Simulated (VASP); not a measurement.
# BrTl in VASP: further runs

Aim: see how the results for BrTl move with the level of theory and the settings. Levels: vdW-DF2, RPBE, PBE+D4. Tasks: relaxation of the atoms, single point.

Program: VASP 6.6.1. These are calculated values, not measurements. Logs are shortened: lines on timing, memory, paths and dates and some standing lists are left out, and cuts for length are marked.

**1. The structure**

The cell holds a molecule in a box, 2 atoms: a = 9.000 Å, b = 9.000 Å, c = 12.000 Å, α = 90.00°, β = 90.00°, γ = 90.00°.

**2. Relaxation of the atoms, vdW-DF2**

Contents of INCAR:

```
SYSTEM = TlBr
PREC     = Accurate       ! precision mode
ENCUT    = 520            ! plane-wave cutoff, eV
EDIFF    = 1E-7           ! SCF threshold, eV
ISMEAR   = 0              ! smearing method
SIGMA    = 0.01           ! smearing width, eV
LREAL    = .FALSE.        ! projectors in reciprocal space
LASPH    = .TRUE.         ! aspherical terms in the spheres
NELM     = 100            ! most SCF steps
ALGO     = Normal         ! electronic algorithm
ISIF     = 2              ! what is computed and relaxed
LWAVE    = .FALSE.        ! write WAVECAR
LCHARG   = .FALSE.        ! write CHGCAR
GGA      = ML             ! functional
LUSE_VDW = .TRUE.       
AGGAC    = 0.0          
ZAB_VDW  = -1.8867      
IBRION   = 2              ! ionic algorithm
NSW      = 60             ! ionic steps
EDIFFG   = -0.01          ! ionic threshold
```

Contents of KPOINTS:

```
regular mesh
0
G
  1 1 1
  0 0 0
```

Contents of POSCAR:

```
TlBr
1.0
    9.0000000000      0.0000000000      0.0000000000
    0.0000000000      9.0000000000      0.0000000000
    0.0000000000      0.0000000000     12.0000000000
Br Tl
1 1
Direct
    0.5014444400      0.5023333300      0.3937420400
    0.5014444400      0.5023333300      0.6119246200
```

Potentials or basis: VASP PAW PBE potentials, release 64 (Br, Tl_d).

Started as:

```sh
$ cat potpaw_PBE.64/Br/POTCAR potpaw_PBE.64/Tl_d/POTCAR > POTCAR
$ mpirun -np 1 vasp_gam > vasp.out
```

OUTCAR:

```text
SYSTEM = TlBr
   PREC = Accurate
   ENCUT = 520
   EDIFF = 1E-7
   ISMEAR = 0
   LREAL = .FALSE.
   LASPH = .TRUE.
   NELM = 100
   ISIF = 2
   GGA = ML
   IBRION = 2
   NSW = 60
   EDIFFG = -0.01

 ion  position               nearest neighbor table
   1  0.501  0.502  0.394-   2 2.62
   2  0.501  0.502  0.612-   1 2.62

  LATTYP: Found a simple tetragonal cell.
 ALAT       =     9.0000000000
 C/A-ratio  =     1.3333333333

  Lattice vectors:

 A1 = (   9.0000000000,   0.0000000000,   0.0000000000)
 A2 = (   0.0000000000,   9.0000000000,   0.0000000000)
 A3 = (   0.0000000000,   0.0000000000,  12.0000000000)

Analysis of symmetry for initial positions (statically):
=====================================================================
 Subroutine PRICEL returns:
 Original cell was already a primitive cell.

 Routine SETGRP: Setting up the symmetry group for a
 simple tetragonal supercell.

 Subroutine GETGRP returns: Found  8 space group operations
 (whereof  1 operations were pure point group operations)
 out of a pool of 16 trial point group operations.

The static configuration has the point symmetry C_1 .
 The point group associated with its full space group is C_4v.

Analysis of symmetry for dynamics (positions and initial velocities):
=====================================================================
 Subroutine PRICEL returns:
 Original cell was already a primitive cell.

 Routine SETGRP: Setting up the symmetry group for a
 simple tetragonal supercell.

 Subroutine GETGRP returns: Found  8 space group operations
 (whereof  1 operations were pure point group operations)
 out of a pool of 16 trial point group operations.

The dynamic configuration has the point symmetry C_1 .
 The point group associated with its full space group is C_4v.

 Subroutine INISYM returns: Found  8 space group operations
 (whereof  1 operations are pure point group operations),
 and found     1 'primitive' translations

----------------------------------------------------------------------------------------

                                     Primitive cell

  volume of cell :     972.0000

  direct lattice vectors                    reciprocal lattice vectors
     9.000000000  0.000000000  0.000000000     0.111111111  0.000000000  0.000000000
     0.000000000  9.000000000  0.000000000     0.000000000  0.111111111  0.000000000
     0.000000000  0.000000000 12.000000000     0.000000000  0.000000000  0.083333333

  length of vectors
     9.000000000  9.000000000 12.000000000     0.111111111  0.111111111  0.083333333

  position of ions in fractional coordinates (direct lattice)
     0.501444440  0.502333330  0.393742040
     0.501444440  0.502333330  0.611924620

  ion indices of the primitive-cell ions
   primitive index   ion index
                 1           1
                 2           2

----------------------------------------------------------------------------------------

 KPOINTS: regular mesh

Automatic generation of k-mesh.
 Grid dimensions read from file:
 generate k-points for:    1    1    1

 Generating k-lattice:

  Cartesian coordinates                     Fractional coordinates (reciprocal lattice)
     0.111111111  0.000000000  0.000000000     1.000000000  0.000000000  0.000000000
     0.000000000  0.111111111  0.000000000     0.000000000  1.000000000  0.000000000
     0.000000000  0.000000000  0.083333333     0.000000000  0.000000000  1.000000000

  Length of vectors
     0.111111111  0.111111111  0.083333333

  Shift w.r.t. Gamma in fractional coordinates (k-lattice)
     0.000000000  0.000000000  0.000000000

 Subroutine IBZKPT returns following result:
 ===========================================

 Found      1 irreducible k-points:

 Following reciprocal coordinates:
            Coordinates               Weight
  0.000000  0.000000  0.000000      1.000000
   k-points           NKPTS =      1   k-points in BZ     NKDIM =      1   number of bands    NBANDS=     14
   number of dos      NEDOS =    301   number of ions     NIONS =      2
   total plane-waves  NPLWV = 441000
   dimension x,y,z NGX =    70 NGY =   70 NGZ =   90
   dimension x,y,z NGXF=   140 NGYF=  140 NGZF=  180
   ions per type =               1   1
   NGX,Y,Z   is equivalent  to a cutoff of  12.93, 12.93, 12.47 a.u.
   NGXF,Y,Z  is equivalent  to a cutoff of  25.86, 25.86, 24.94 a.u.
 SYSTEM =  TlBr
   PREC   = accura    normal or accurate (medium, high low for compatibility)
   ISTART =      0    job   : 0-new  1-cont  2-samecut
   ICHARG =      2    charge: 1-file 2-atom 10-const
   ISPIN  =      1    spin polarized calculation?
   LNONCOLLINEAR =      F non collinear calculations
   LSORBIT =      F    spin-orbit coupling
   LASPH  =      T    aspherical Exc in radial PAW
   ENCUT  =  520.0 eV  38.22 Ry    6.18 a.u.  16.73 16.73 22.31*2*pi/ulx,y,z
   NELM   =    100;   NELMIN=  2; NELMDL= -5     # of ELM steps
   EDIFF  = 0.1E-06   stopping-criterion for ELM
   LREAL  =      F    real-space projection
   EDIFFG = -.1E-01   stopping-criterion for IOM
   NSW    =     60    number of steps for IOM
   IBRION =      2    ionic relax: 0-MD 1-quasi-New 2-CG
   NFREE  =      1    steps in history (QN), initial steepest desc. (CG)
   ISIF   =      2    stress and relaxation
   ISYM   =      2    0-nonsym 1-usesym 2-fastsym
   POTIM  = 0.5000    time-step for ionic-motion
   TEBEG  =    0.0;   TEEND  =   0.0 temperature during run
   PSTRESS=    0.0 pullay stress
   NELECT =      20.0000    total number of electrons
   NUPDOWN=      -1.0000    fix difference up-down
   EMIN   =  10.00;   EMAX   =-10.00  energy-range for DOS
   EFERMI =   0.00;   METHOD = LEGACY
   ISMEAR =     0;   SIGMA  =   0.01  broadening in eV -4-tet -1-fermi 0-gaus
   EFERMI_NEDOS =   21; number of points for ismear=-14 and -15
   IALGO  =     38    algorithm
   IMIX   =      4    mixing-type and parameters
     AMIX     =   0.40;   BMIX     =  1.00
     AMIX_MAG =   1.60;   BMIX_MAG =  1.00
  volume/ion in A,a.u.               =     486.00      3279.69
  Fermi-wavevector in a.u.,A,eV,Ry     =   0.448604  0.847738  2.738107  0.201245
  Thomas-Fermi vector in A             =   1.428188
   LORBIT       =      0    0 simple, 1 ext, 2 COOP (PROOUT), +10 PAW based schemes
   GGA     = ML    functional components
   LHFCALC =     F    Hartree Fock is set to
   AEXX    =    0.0000 exact exchange contribution
   IVDW_NL    =     1    kernel type
   BPARAM     = 6.3000
   IVDW    =     0    specifies the selected vdW correction
   LEPSILON=     F    determine dielectric tensor
   LRPA    =     F    only Hartree local field effects (RPA)
 conjugate gradient relaxation of ions
 non-spin polarized calculation
 Gauss-broadening in eV      SIGMA  =   0.01
  energy-cutoff  :      520.00
  volume of cell :      972.00
 maximum number of plane-waves:     13093
 NGX is ok and might be reduce to    70
   NGX = 33   NGY = 33   NGZ = 45

--------------------------------------- Ionic step        1  -------------------------------------------

 number of electron      20.0000001 magnetization

 Free energy of the ion-electron system (eV)
  ---------------------------------------------------
  ext. energy  EPLUGINS =         0.00000000
  ---------------------------------------------------
  free energy    TOTEN  =         0.38749325 eV

  energy without entropy =        0.38749325  energy(sigma->0) =        0.38749325

------------------------ aborting loop because EDIFF is reached ----------------------------------------

  FORCE on cell =-STRESS in cart. coord.  units (eV):
  Direction    XX          YY          ZZ          XY          YZ          ZX
  --------------------------------------------------------------------------------------
  -------------------------------------------------------------------------------------
  Total        0.0359190      0.0359190      2.3021360      0.0000000      0.0000000      0.0000000
  in kB        0.0592065      0.0592065      3.7946812      0.0000000      0.0000000      0.0000000
  external PRESSURE =       1.3043647 kB  Pullay stress =       0.0000000 kB

 VOLUME and BASIS-vectors are now :
 -----------------------------------------------------------------------------
  energy-cutoff  :      520.00
  volume of cell :      972.00
      direct lattice vectors                 reciprocal lattice vectors
     9.000000000  0.000000000  0.000000000     0.111111111  0.000000000  0.000000000
     0.000000000  9.000000000  0.000000000     0.000000000  0.111111111  0.000000000
     0.000000000  0.000000000 12.000000000     0.000000000  0.000000000  0.083333333
[... 46 lines left out ...]
  FREE ENERGIE OF THE ION-ELECTRON SYSTEM (eV)
  ---------------------------------------------------
  free  energy   TOTEN  =         0.3386551688 eV

  energy  without entropy=        0.3386551688  energy(sigma->0) =        0.33865517

Total vdW correction in eV:      4.4817142

--------------------------------------- Ionic step        3  -------------------------------------------

 number of electron      20.0000002 magnetization

 Free energy of the ion-electron system (eV)
  ---------------------------------------------------
  ext. energy  EPLUGINS =         0.00000000
  ---------------------------------------------------
  free energy    TOTEN  =         0.33492529 eV

  energy without entropy =        0.33492529  energy(sigma->0) =        0.33492529

 E-fermi :  -5.7593     XC(G=0):  -1.6653

 val. band max:       -5.8362935652   @ k =   0.0000   0.0000   0.0000
 cond. band min:      -2.5738514187   @ k =   0.0000   0.0000   0.0000
 fundamental gap:      3.2624421465
 Fermi energy:        -5.7592730483

 k-point     1 :       0.0000    0.0000    0.0000
  band No.  band energies     occupation
      1     -18.0842      2.00000
      2     -15.9155      2.00000
      3     -15.9154      2.00000
      4     -15.7565      2.00000
      5     -15.7565      2.00000
      6     -15.6569      2.00000
      7     -10.1395      2.00000
      8      -5.9679      2.00000
      9      -5.8363      2.00000
     10      -5.8363      2.00000
     11      -2.5739      0.00000
     12      -2.5738      0.00000
     13      -1.0979      0.00000
     14      -0.5419      0.00000

------------------------ aborting loop because EDIFF is reached ----------------------------------------

  FORCE on cell =-STRESS in cart. coord.  units (eV):
  Direction    XX          YY          ZZ          XY          YZ          ZX
  --------------------------------------------------------------------------------------
  -------------------------------------------------------------------------------------
  Total        0.0514261      0.0514261     -0.1588139      0.0000000      0.0000000      0.0000000
  in kB        0.0847672      0.0847672     -0.2617778      0.0000000      0.0000000      0.0000000
  external PRESSURE =      -0.0307478 kB  Pullay stress =       0.0000000 kB
[... 10 lines left out ...]
 POSITION                                       TOTAL-FORCE (eV/Angst)
 -----------------------------------------------------------------------------------
      4.51300      4.52100      4.66256         0.000000     -0.000000      0.007848
      4.51300      4.52100      7.40544         0.000000      0.000000     -0.007848
 -----------------------------------------------------------------------------------
    total drift:                                0.000107      0.000139     -0.000690

  FREE ENERGIE OF THE ION-ELECTRON SYSTEM (eV)
  ---------------------------------------------------
  free  energy   TOTEN  =         0.3349252878 eV

  energy  without entropy=        0.3349252878  energy(sigma->0) =        0.33492529

Total vdW correction in eV:      4.4879555

 reached required accuracy - stopping structural energy minimisation
```

It took 27 min on 1 thread of AMD EPYC 9R45 (Zen 5), shared host; peak memory 2.8 GiB.

Results:

```yaml
Free_energy: 0.3349 eV
Energy_gained_by_relaxing: 26.3 meV/atom
Ionic_steps: 3
Largest_force_after_relaxing: 0.008 eV/Å
Gap_between_the_frontier_levels: 3.26 eV
```

Forces in eV/Å, atoms in the order of the input:
```
Br   0.000  0.000  0.008
Tl   0.000  0.000 -0.008
```

Step by step:
```tsv
step	energy change (eV)	largest force (eV/Å)	pressure (GPa)
1	0.0000	0.9187	0.13
2	-0.0488	0.2203	0.03
3	-0.0526	0.0078	0.00
```

Final structure:
```yaml
crystal:
  lattice:
    - [9.00000, 0.00000, 0.00000]
    - [0.00000, 9.00000, 0.00000]
    - [0.00000, 0.00000, 12.00000]
  atoms:
    - { symbol: Br, position: [0.50144, 0.50233, 0.38855] }
    - { symbol: Tl, position: [0.50144, 0.50233, 0.61712] }
```

Levels at points of the mesh, in eV from the valence-band top:
```tsv
k point	band 7	band 8	band 9	band 10	band 11	band 12	band 13	band 14
(0.00, 0.00, 0.00)	-4.30	-0.13	0.00	0.00	3.26	3.26	4.74	5.29
```

Caveat: the PAW data sets were made with another functional, which shifts forces and pressure a little; spin-orbit coupling is left out, which as a rule narrows the gap of such compounds by several tenths of an eV.

(Continued in part 2 of 2.)
